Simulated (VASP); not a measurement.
# O (R-3m) in VASP: a series of runs

One crystal, O, is run at these levels: RPBE; tasks: single point.

Everything below comes from runs of VASP 6.6.1. Logs are shortened: lines on timing, memory, paths and dates and some standing lists are left out, and cuts for length are marked.

### Step 1. The structure

Symmetry: R-3m, No. 166, trigonal system. Conventional cell: a = 3.350 Å, b = 3.350 Å, c = 11.196 Å, α = 90.00°, β = 90.00°, γ = 120.00°. Around O (site symmetry 3m) lie 1 O at 1.22 Å.

The real solid is made of molecules; this cell is a model form.

### Step 2. Single point, RPBE

The input, INCAR:

```
PREC = Accurate ; ENCUT = 500
EDIFF = 1E-6 ; ISMEAR = 0
SIGMA = 0.02 ; LREAL = False
LASPH = True ; NELM = 80
ALGO = Normal ; ISIF = 2
LWAVE = False ; LCHARG = False
GGA = RP ; NBANDS = 13
```

The input, KPOINTS:

```
Automatic mesh
0
Gamma
  9 9 9
```

The input, POSCAR:

```
O
4.2034
    0.398474545582      0.230059386164      0.887852576843
   -0.398474545582      0.230059386164      0.887852576843
    0.000000000000     -0.460118772303      0.887852576843
O
2
Direct
    0.0546147200      0.0546147200      0.0546147200
    0.9453852800      0.9453852800      0.9453852800
```

Potentials or basis: VASP PAW PBE potentials, release 64 (O).

Started as:

```bash
$ cat potpaw_PBE.64/O/POTCAR > POTCAR
$ mpirun -np 1 vasp_std > vasp.out
```

OUTCAR:

```text
PREC = Accurate
   ENCUT = 500
   EDIFF = 1E-6
   ISMEAR = 0
   LREAL = False
   LASPH = True
   NELM = 80
   ISIF = 2
   GGA = RP

 ion  position               nearest neighbor table
   1  0.055  0.055  0.055-   2 1.22
   2  0.945  0.945  0.945-   1 1.22

  LATTYP: Found a trigonal (rhomboedric) cell.
 ALAT       =     4.2033820995
 COS(alpha) =     0.6824333683

  Lattice vectors:

 A1 = (   1.6749479049,   0.9670316238,   3.7319995215)
 A2 = (  -1.6749479049,   0.9670316238,   3.7319995215)
 A3 = (   0.0000000000,  -1.9340632475,   3.7319995215)

Analysis of symmetry for initial positions (statically):
=====================================================================
 Subroutine PRICEL returns:
 Original cell was already a primitive cell.

 Routine SETGRP: Setting up the symmetry group for a
 trigonal (rhombohedral) supercell.

 Subroutine GETGRP returns: Found 12 space group operations
 (whereof 12 operations were pure point group operations)
 out of a pool of 12 trial point group operations.

The static configuration has the point symmetry D_3d.

Analysis of symmetry for dynamics (positions and initial velocities):
=====================================================================
 Subroutine PRICEL returns:
 Original cell was already a primitive cell.

 Routine SETGRP: Setting up the symmetry group for a
 trigonal (rhombohedral) supercell.

 Subroutine GETGRP returns: Found 12 space group operations
 (whereof 12 operations were pure point group operations)
 out of a pool of 12 trial point group operations.

The dynamic configuration has the point symmetry D_3d.

 Subroutine INISYM returns: Found 12 space group operations
 (whereof 12 operations are pure point group operations),
 and found     1 'primitive' translations

----------------------------------------------------------------------------------------

                                     Primitive cell

  volume of cell :      36.2689

  direct lattice vectors                    reciprocal lattice vectors
     1.674947905  0.967031624  3.731999522     0.298516747  0.172348724  0.089317625
    -1.674947905  0.967031624  3.731999522    -0.298516747  0.172348724  0.089317625
     0.000000000 -1.934063247  3.731999522     0.000000000 -0.344697449  0.089317625

  length of vectors
     4.203382099  4.203382099  4.203382099     0.356081408  0.356081408  0.356081408

  position of ions in fractional coordinates (direct lattice)
     0.054614720  0.054614720  0.054614720
     0.945385280  0.945385280  0.945385280

  ion indices of the primitive-cell ions
   primitive index   ion index
                 1           1
                 2           2

----------------------------------------------------------------------------------------

 KPOINTS: Automatic mesh

Automatic generation of k-mesh.
 Grid dimensions read from file:
 generate k-points for:    9    9    9

 Generating k-lattice:

  Cartesian coordinates                     Fractional coordinates (reciprocal lattice)
     0.033168527  0.019149858  0.009924181     0.111111111  0.000000000  0.000000000
    -0.033168527  0.019149858  0.009924181     0.000000000  0.111111111  0.000000000
     0.000000000 -0.038299717  0.009924181     0.000000000  0.000000000  0.111111111

  Length of vectors
     0.039564601  0.039564601  0.039564601

  Shift w.r.t. Gamma in fractional coordinates (k-lattice)
     0.000000000  0.000000000  0.000000000

 Subroutine IBZKPT returns following result:
 ===========================================

 Found     85 irreducible k-points:

 Following reciprocal coordinates:
            Coordinates               Weight
  0.000000  0.000000  0.000000      1.000000
  0.111111  0.000000  0.000000      6.000000
  0.222222  0.000000  0.000000      6.000000
  0.333333  0.000000  0.000000      6.000000
  0.444444  0.000000  0.000000      6.000000
  0.111111  0.111111  0.000000      6.000000
[... 16 lines left out ...]
 -0.333333  0.333333  0.000000      6.000000
  0.444444  0.444444  0.000000      6.000000
 [... further k-points ...]
   k-points           NKPTS =     85   k-points in BZ     NKDIM =     85   number of bands    NBANDS=     13
   number of dos      NEDOS =    301   number of ions     NIONS =      2
   total plane-waves  NPLWV =  32768
   dimension x,y,z NGX =    32 NGY =   32 NGZ =   32
   dimension x,y,z NGXF=    64 NGYF=   64 NGZF=   64
   ions per type =               2
   NGX,Y,Z   is equivalent  to a cutoff of  12.66, 12.66, 12.66 a.u.
   NGXF,Y,Z  is equivalent  to a cutoff of  25.31, 25.31, 25.31 a.u.
 SYSTEM =  unknown system
   PREC   = accura    normal or accurate (medium, high low for compatibility)
   ISTART =      0    job   : 0-new  1-cont  2-samecut
   ICHARG =      2    charge: 1-file 2-atom 10-const
   ISPIN  =      1    spin polarized calculation?
   LNONCOLLINEAR =      F non collinear calculations
   LSORBIT =      F    spin-orbit coupling
   LASPH  =      T    aspherical Exc in radial PAW
   ENCUT  =  500.0 eV  36.75 Ry    6.06 a.u.   7.66  7.66  7.66*2*pi/ulx,y,z
   NELM   =     80;   NELMIN=  2; NELMDL= -5     # of ELM steps
   EDIFF  = 0.1E-05   stopping-criterion for ELM
   LREAL  =      F    real-space projection
   EDIFFG = 0.1E-04   stopping-criterion for IOM
   NSW    =      0    number of steps for IOM
   IBRION =     -1    ionic relax: 0-MD 1-quasi-New 2-CG
   NFREE  =      0    steps in history (QN), initial steepest desc. (CG)
   ISIF   =      2    stress and relaxation
   ISYM   =      2    0-nonsym 1-usesym 2-fastsym
   POTIM  = 0.5000    time-step for ionic-motion
   TEBEG  =    0.0;   TEEND  =   0.0 temperature during run
   PSTRESS=    0.0 pullay stress
   NELECT =      12.0000    total number of electrons
   NUPDOWN=      -1.0000    fix difference up-down
   EMIN   =  10.00;   EMAX   =-10.00  energy-range for DOS
   EFERMI =   0.00;   METHOD = LEGACY
   ISMEAR =     0;   SIGMA  =   0.02  broadening in eV -4-tet -1-fermi 0-gaus
   EFERMI_NEDOS =   21; number of points for ismear=-14 and -15
   IALGO  =     38    algorithm
   IMIX   =      4    mixing-type and parameters
     AMIX     =   0.40;   BMIX     =  1.00
     AMIX_MAG =   1.60;   BMIX_MAG =  1.00
  volume/ion in A,a.u.               =      18.13       122.38
  Fermi-wavevector in a.u.,A,eV,Ry     =   1.132288  2.139714 17.443710  1.282077
  Thomas-Fermi vector in A             =   2.268989
   LORBIT       =      0    0 simple, 1 ext, 2 COOP (PROOUT), +10 PAW based schemes
   GGA     = RP    functional components
   LHFCALC =     F    Hartree Fock is set to
   AEXX    =    0.0000 exact exchange contribution
   IVDW    =     0    specifies the selected vdW correction
   LEPSILON=     F    determine dielectric tensor
   LRPA    =     F    only Hartree local field effects (RPA)
 non-spin polarized calculation
 Gauss-broadening in eV      SIGMA  =   0.02
  energy-cutoff  :      500.00
  volume of cell :       36.27
 maximum number of plane-waves:       935
   NGX = 15   NGY = 15   NGZ = 15

 number of electron      11.9999996 magnetization

 Free energy of the ion-electron system (eV)
  ---------------------------------------------------
  ext. energy  EPLUGINS =         0.00000000
  ---------------------------------------------------
  free energy    TOTEN  =        -8.76476195 eV

  energy without entropy =       -8.76355442  energy(sigma->0) =       -8.76415819

 E-fermi :  -1.9091     XC(G=0):  -6.8778

 val. band max:       -1.9118039193   @ k =   0.2222   0.0000   0.0000
 cond. band min:      -1.9046468902   @ k =  -0.1111   0.3333   0.1111
 fundamental gap:      0.0071570292
 Fermi energy:        -1.9090828246

 k-point     1 :       0.0000    0.0000    0.0000
  band No.  band energies     occupation
      1     -28.4908      2.00000
      2     -15.8797      2.00000
      3      -9.7025      2.00000
      4      -8.2483      2.00000
      5      -8.2483      2.00000
      6      -1.7144      0.00000
      7      -1.7144      0.00000
      8       4.7952      0.00000
      9       8.4710      0.00000
     10      11.8228      0.00000
     11      13.9451      0.00000
     12      16.2963      0.00000
     13      16.2963      0.00000

 k-point     2 :       0.1111    0.0000    0.0000
  band No.  band energies     occupation
      1     -28.4812      2.00000
      2     -15.8793      2.00000
      3      -9.6657      2.00000
      4      -8.3355      2.00000
      5      -8.2657      2.00000
      6      -1.7716      0.00000
      7      -1.7400      0.00000
      8       5.0465      0.00000
      9       8.4391      0.00000
     10      11.8134      0.00000
     11      14.2499      0.00000
     12      15.0736      0.00000
     13      16.5798      0.00000

 k-point     3 :       0.2222    0.0000    0.0000
  band No.  band energies     occupation
      1     -28.4558      2.00000
      2     -15.8785      2.00000
      3      -9.5663      2.00000
      4      -8.5561      2.00000
      5      -8.3094      2.00000
      6      -1.9118      1.15258
      7      -1.8045      0.00000
      8       5.7191      0.00000
      9       8.3667      0.00000
     10      11.9879      0.00000
     11      12.8840      0.00000
     12      15.4840      0.00000
     13      16.3690      0.00000
[... 305 lines left out ...]
 k-point    23 :      -0.3333    0.3333    0.0000
  band No.  band energies     occupation
      1     -28.3912      2.00000
      2     -15.9218      2.00000
      3      -9.1064      2.00000
      4      -8.8067      2.00000
      5      -8.8013      2.00000
      6      -2.2342      2.00000
      7      -1.9932      2.00000
      8       7.4265      0.00000
      9       8.8670      0.00000
     10      10.6811      0.00000
     11      11.7978      0.00000
     12      14.6498      0.00000
     13      15.3483      0.00000

 k-point    24 :       0.4444    0.4444    0.0000
  band No.  band energies     occupation
      1     -28.3987      2.00000
      2     -16.0030      2.00000
      3      -9.0813      2.00000
      4      -8.8882      2.00000
      5      -8.4952      2.00000
      6      -2.4522      2.00000
      7      -1.6289      0.00000
      8       6.8482      0.00000
      9       8.7461      0.00000
     10      10.6328      0.00000
     11      11.1578      0.00000
     12      13.8954      0.00000
     13      16.3220      0.00000

 [... further k-points ...]

------------------------ aborting loop because EDIFF is reached ----------------------------------------

  FORCE on cell =-STRESS in cart. coord.  units (eV):
  Direction    XX          YY          ZZ          XY          YZ          ZX
  --------------------------------------------------------------------------------------
  -------------------------------------------------------------------------------------
  Total       -0.6239241     -0.6239241      1.4330350     -0.0000000      0.0000000      0.0000000
  in kB      -27.5617956    -27.5617956     63.3042061     -0.0000000      0.0000000      0.0000000
  external PRESSURE =       2.7268716 kB  Pullay stress =       0.0000000 kB

 VOLUME and BASIS-vectors are now :
 -----------------------------------------------------------------------------
  energy-cutoff  :      500.00
  volume of cell :       36.27
      direct lattice vectors                 reciprocal lattice vectors
     1.674947905  0.967031624  3.731999522     0.298516747  0.172348724  0.089317625
    -1.674947905  0.967031624  3.731999522    -0.298516747  0.172348724  0.089317625
     0.000000000 -1.934063247  3.731999522     0.000000000 -0.344697449  0.089317625

 POSITION                                       TOTAL-FORCE (eV/Angst)
 -----------------------------------------------------------------------------------
      0.00000      0.00000      0.61147         0.000000      0.000000      1.067952
      0.00000      0.00000     10.58453         0.000000     -0.000000     -1.067952
 -----------------------------------------------------------------------------------
    total drift:                               -0.000000     -0.000000      0.000000

  FREE ENERGIE OF THE ION-ELECTRON SYSTEM (eV)
  ---------------------------------------------------
  free  energy   TOTEN  =        -8.7647619536 eV

  energy  without entropy=       -8.7635544178  energy(sigma->0) =       -8.76415819
```

Wall time 21 s (1 thread of Intel Xeon Platinum 8488C (Sapphire Rapids), shared host); peak memory 0.17 GiB.

What came out:

```yaml
Free_energy: -8.7648 eV
Pressure: 0.3 GPa
Largest_force: 1.068 eV/Å
Band_gap_on_the_k_mesh: none (metal or under the smearing width)
```

Forces in eV/Å, atoms in the order of the input:
```
O    0.000  0.000  1.068
O    0.000  0.000 -1.068
```

Stress tensor (GPa, compression positive):
```
-2.76  0.00  0.00
 0.00 -2.76  0.00
 0.00  0.00  6.33
```

Levels at points of the mesh, in eV from the Fermi level:
| k point | band 2 | band 3 | band 4 | band 5 | band 6 | band 7 | band 8 | band 9 | band 10 | band 11 |
| --- | --- | --- | --- | --- | --- | --- | --- | --- | --- | --- |
| (0.00, 0.00, 0.00) | -13.97 | -7.79 | -6.34 | -6.34 | 0.19 | 0.19 | 6.70 | 10.38 | 13.73 | 15.85 |

Caveat: the standard files for N, O and F lose accuracy on very short bonds; spin is off for a triplet molecule; the PAW data sets were made with another functional, which shifts forces and pressure a little.

### Step 3. Single point, RPBE

The input, run.py:

```python
from ase import Atoms
from ase.calculators.vasp import Vasp
from ase.dft.bandgap import bandgap

atoms = Atoms(
    ['O', 'O'],
    cell=[[1.6749479049, 0.9670316238, 3.7319995215], [-1.6749479049, 0.9670316238, 3.7319995215], [0.0, -1.9340632475, 3.7319995215]],
    scaled_positions=[[0.05461472, 0.05461472, 0.05461472], [0.94538528, 0.94538528, 0.94538528]],
    pbc=True,
)
calc = Vasp(
    directory='calc',
    xc='rpbe',
    pp='PBE',
    setups='minimal',
    prec='Accurate',
    encut=500,
    ediff=1e-07,
    ismear=0,
    sigma=0.02,
    lreal=False,
    lasph=True,
    nelm=60,
    algo='Normal',
    isif=2,
    lwave=False,
    lcharg=False,
    kpts=[9, 9, 9],
    gamma=True,
    nbands=13,
)
atoms.calc = calc

print('energy (eV):', atoms.get_potential_energy())
print('free energy (eV):', atoms.get_potential_energy(force_consistent=True))
print('forces (eV/A):')
print(atoms.get_forces())
print('stress (eV/A^3, Voigt):', atoms.get_stress())
print('Fermi level (eV):', calc.get_fermi_level())
gap, top, bottom = bandgap(calc)
print('band gap (eV):', gap, 'from (spin, k, band)', top, 'to', bottom)
```

Potentials or basis: VASP PAW PBE potentials, release 64 (O).

Started as:

```bash
$ python run.py
```

Wall time 28 s (1 thread of Intel Xeon Platinum 8488C (Sapphire Rapids), shared host); peak memory 0.17 GiB.

The run converged. Its results:

```
Free energy            : -8.7648 eV
Pressure               : 0.3 GPa
Largest force          : 1.068 eV/Å
Band gap on the k mesh : none (metal or under the smearing width)
```

Forces on the atoms (eV/Å):
```
O    0.000  0.000  1.068
O    0.000  0.000 -1.068
```

Stress tensor (GPa, compression positive):
```
-2.75  0.00  0.00
 0.00 -2.75  0.00
 0.00  0.00  6.34
```

Levels at points of the mesh, in eV from the Fermi level:
```tsv
k point	band 2	band 3	band 4	band 5	band 6	band 7	band 8	band 9	band 10	band 11
(0.00, 0.00, 0.00)	-13.97	-7.79	-6.34	-6.34	0.19	0.19	6.70	10.38	13.73	15.85
```

Caveat: the standard files for N, O and F lose accuracy on very short bonds; spin is off for a triplet molecule; the PAW data sets were made with another functional, which shifts forces and pressure a little.

### Step 4. Single point, RPBE

The input, INCAR:

```
SYSTEM = O
PREC     = Accurate       ! precision mode
ENCUT    = 500            ! plane-wave cutoff, eV
EDIFF    = 1E-7           ! SCF threshold, eV
ISMEAR   = 0              ! smearing method
SIGMA    = 0.05           ! smearing width, eV
LREAL    = .FALSE.        ! projectors in reciprocal space
LASPH    = .TRUE.         ! aspherical terms in the spheres
NELM     = 100            ! most SCF steps
ALGO     = Fast           ! electronic algorithm
ISIF     = 2              ! what is computed and relaxed
LWAVE    = .FALSE.        ! write WAVECAR
LCHARG   = .FALSE.        ! write CHGCAR
GGA      = RP             ! functional
NBANDS   = 13             ! bands
```

The input, KPOINTS:

```
Automatic mesh
0
G
  9 9 9
  0 0 0
```

POSCAR is that of step 2.

Started as:

```bash
$ cat potpaw_PBE.64/O/POTCAR > POTCAR
$ mpirun -np 1 vasp_std > vasp.out
```

Wall time 21 s (1 thread of Intel Xeon Platinum 8559C (Emerald Rapids), shared host); peak memory 0.17 GiB.

The run converged. Its results:

| Quantity | Value |
| --- | --- |
| Free energy | -8.7677 eV |
| Pressure | 0.3 GPa |
| Largest force | 1.068 eV/Å |
| Band gap on the k mesh | none (metal or under the smearing width) |

Forces in eV/Å, atoms in the order of the input:
```
O    0.000  0.000  1.068
O    0.000  0.000 -1.068
```

Stress tensor (GPa, compression positive):
```
-2.74  0.00  0.00
 0.00 -2.74  0.00
 0.00  0.00  6.37
```

Levels at points of the mesh, in eV from the Fermi level:
```tsv
k point	band 3	band 4	band 5	band 6	band 7	band 8	band 9	band 10
(0.00, 0.00, 0.00)	-7.79	-6.33	-6.33	0.20	0.20	6.71	10.39	13.74
```

Caveat: the standard files for N, O and F lose accuracy on very short bonds; spin is off for a triplet molecule; the PAW data sets were made with another functional, which shifts forces and pressure a little.
